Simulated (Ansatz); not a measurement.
# S: the cost of one run

Program: Ansatz 0.2.0. Level of theory: DFT PBEsol, scalar-relativistic, plane waves, PAW. These are calculated values, not measurements.

### Step 1. Starting point

It takes space group P3_221 (No. 154, trigonal). Conventional cell: a = 4.321 Å, b = 4.321 Å, c = 5.952 Å, α = 90.00°, β = 90.00°, γ = 120.00°. Te (site symmetry 2) has 2 Te at 2.91 Å as nearest neighbours.

As a file:

```xyz
3
Lattice="4.3212 0.0000 0.0000 -2.1606 3.7423 0.0000 0.0000 0.0000 5.9520" Properties=species:S:1:pos:R:3 pbc="T T T"
Te    1.2255    0.0000    0.9920
Te   -0.6128    1.0613    4.9600
Te    1.5478    2.6809    2.9760
```

It is the result of an earlier relaxation at this level (volume 32.08 Å³/atom; gap on the mesh: none (metal)).

### Step 2. Te → S: the starting cell

The start of S: fractional positions of relaxed Te, cell scaled by 0.834, a guess from tabulated radii.

### Step 3. A first look at the start (S)

The input, input.yaml:

```yaml
crystal:
  lattice:
    - [3.6058453922, 0.0, 0.0]
    - [-1.8029226961, 3.1227537118, 0.0]
    - [0.0, 0.0, 4.9666968549]
  atoms:
    - { symbol: S, position: [0.2836083135, 0.0, 0.1666666667] }
    - { symbol: S, position: [0.0, 0.2836083135, 0.8333333333] }
    - { symbol: S, position: [0.7163916865, 0.7163916865, 0.5] }
basis:
  ecutwfc: 420
kpoints:
  mp_grid: { grid: [6, 6, 4] }
hamiltonian:
  xc: pbesol
scf:
  occupations: { method: gaussian, width: 0.1 }
output:
  forces: true
  stress: true
  eigenvalues: true
```

Q: Estimate wall time and peak memory on 1 thread of an x86-64 CPU, shared host.

About 1.1 s, with a peak of 0.35 GiB.
